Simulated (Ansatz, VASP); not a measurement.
Ti in VASP and in Ansatz

```
Ti
1.0
     0.00000    2.05598    2.05598
     2.05598    0.00000    2.05598
     2.05598    2.05598    0.00000
Ti
1
Direct
  0.00000 0.00000 0.00000
```

This isn't the form of Ti at room conditions, which is hcp.

Alike in both runs: task single point; functional PBE; k mesh 20 × 20 × 20; occupations gaussian, width 0.15 eV; no spin polarisation.

|  | VASP | Ansatz |
| --- | --- | --- |
| version | VASP 6.6.1 | Ansatz 0.2.0 |
| potentials or method | VASP PAW PBE potentials, release 64 (Ti_sv) | scalar-relativistic, plane waves, PAW |
| plane-wave cutoff (eV) | 520 | 520 |
| valence electrons in the cell | 12 | 12 |

Ansatz gave:

* gap on the k mesh at the Fermi level (eV): none
* pressure (GPa): 0.1

Q: Which values does VASP return?

A: gap on the k mesh at the Fermi level (eV): none; pressure (GPa): -0.2.

A gap of «none» marks a metal or a gap that the smearing closes.
